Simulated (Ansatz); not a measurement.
Relaxed MgF2 (rutile):

```
CELL_PARAMETERS angstrom
      9.39675     0.00000     0.00000
      4.69838     4.69838     0.00000
      0.00000     0.00000     3.09284
ATOMIC_POSITIONS crystal
  Mg 0.00000 0.00000 0.00000
  Mg 0.50000 0.00000 0.00000
  Mg 0.00000 0.50000 0.50000
  Mg 0.50000 0.50000 0.50000
  F  0.00000 0.30358 0.00000
  F  0.50000 0.30358 0.00000
  F  0.30358 0.19642 0.50000
  F  0.80358 0.19642 0.50000
  F  0.69642 0.80358 0.50000
  F  0.19642 0.80358 0.50000
  F  0.00000 0.69642 0.00000
  F  0.50000 0.69642 0.00000
```

A phonon eigenvector at M = (0.5, 0.5, 0.0) is frozen into this cell: atom i moves by Q times the vector below, so Q is the largest atomic displacement, in Å. The cell is held. It is one choice among 2 degenerate patterns. (q is in reciprocal vectors of the primitive cell; the cell shown is doubled to hold the pattern.)

```tsv
atom	x	y	z
Mg1	-0.717	-0.697	0.000
Mg2	0.717	0.697	0.000
Mg3	-0.041	-0.171	0.000
Mg4	0.041	0.171	0.000
F5	0.580	0.587	0.000
F6	-0.580	-0.587	0.000
F7	-0.093	0.014	0.000
F8	0.093	-0.014	0.000
F9	-0.093	0.014	0.000
F10	0.093	-0.014	0.000
F11	0.580	0.587	0.000
F12	-0.580	-0.587	0.000
```

These are PBE (plane waves to 420 eV, PAW, scalar-relativistic; Ansatz, an electronic-structure program) values and carry that method's errors. k mesh 7×7×11 (Γ-centred), Fermi-Dirac smearing 0.05 eV. E stands for the smeared free energy. MgF2 was relaxed with its symmetry unable to fall. ΔE is measured from the undisplaced structure.

```
Q (Å)   ΔE (meV/cell)
------  -------------
-0.180       withheld
-0.150            815
-0.120            487
-0.090            260
-0.060            111
-0.030             27
0.000               0
0.030              27
0.060             111
0.090             260
0.120             487
0.150             815
0.180        withheld
```

**Question.** Fit an even polynomial form (powers 2, 4) to the given rows and predict ΔE at Q = -0.180.

**Answer.** Least squares on the 11 given rows: ΔE = (29690)·Q² + (289700)·Q⁴, in meV/cell with Q in Å; root-mean-square residual 0.4 meV/cell. At -0.180 the fit gives 1266 meV/cell; the calculation gives 1273 meV/cell, so the extrapolation is off by -7 (-0.5 %). The quadratic term alone would give 962 meV/cell.

(For displaced atoms, the force is minus the slope of the energy, and its curvature is a force constant, which sets phonon frequencies.)
